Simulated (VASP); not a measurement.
Pb under changes of volume

One of the cells (41.486 Å³/atom); the others are scaled copies at fixed shape and fractional positions:

```xyz
2
Lattice="0.0000 3.4618 3.4618 3.4618 0.0000 3.4618 3.4618 3.4618 0.0000" Properties=species:S:1:pos:R:3 pbc="T T T"
Pb    1.7309    1.7309    1.7309
Pb    0.0000    0.0000    0.0000
```

This isn't the form of Pb at room conditions, which is fcc.

* Program: VASP 6.6.1
* Functional: PBEsol
* Potentials or basis: VASP PAW PBE potentials, release 64 (Pb_d)
* Cutoff: 520 eV
* k mesh: 7 × 7 × 7
* Occupations: fermi-dirac, width 0.05 eV
* Spin: no spin polarisation

```csv
volume (Å³/atom),energy over the lowest point (meV/atom),pressure (GPa)
38.232,24.32,2.7
39.045,?,?
39.859,4.71,1.1
41.486,0.00,-0.2
42.299,2.28,-0.8
43.112,7.16,-1.3
```

Problem. What does the run at 39.045 Å³/atom give?

Solution. Energy over the lowest point 12.41 meV/atom; pressure 1.9 GPa.

Worked out: A Birch-Murnaghan fit of order 3 (a polynomial in V^(-2/3)) to the other rows has its minimum at 41.26 Å³/atom with B0 = V·E''(V) = 30 GPa and B' = 4.8. It gives 12.44 meV/atom at 39.045 Å³/atom, against the run's 12.41, and -dE/dV = 1.9 GPa, against 1.9.

Energies are extrapolated to zero smearing.

Caveats: the PAW data sets were made with another functional, which shifts forces and pressure a little.
